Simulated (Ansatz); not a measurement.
# Calculated electrostatic potentials at the O nuclei for HfO2

Cell: an entry of the Crystallography Open Database (COD) whose atoms were relaxed with PBE, the cell held.

Space group P2_1/c (No. 14); a = 5.1180, b = 5.1857, c = 5.2841 Å, β = 99.35°.

| site | Wyckoff | site symmetry | x | y | z |
| --- | --- | --- | --- | --- | --- |
| Hf | 4e | 1 | 0.2767 | 0.0419 | 0.2081 |
| O5 | 4e | 1 | 0.4466 | 0.7584 | 0.4803 |
| O9 | 4e | 1 | 0.0726 | 0.3392 | 0.3389 |

One atom of each set is listed.

Method: Kohn–Sham DFT in Ansatz, r2SCAN, plane waves and PAW, scalar-relativistic, 500 eV cutoff, Γ-centred 5×5×5 k-points, Fermi–Dirac smearing 0.02 eV.

The potential at a nucleus is that of all electrons and the other nuclei. A higher potential binds the core electrons more strongly, so differences between sites of one element are the initial-state part of core-level shifts.

(1) Rank the O sites by the potential at the nucleus, lowest first, and give each against the lowest.
A. O5: 4 Hf at 2.14–2.24 Å
B. O9: 3 Hf at 2.04–2.15 Å

Results:

(1) B (0.00 V), A (0.52 V).
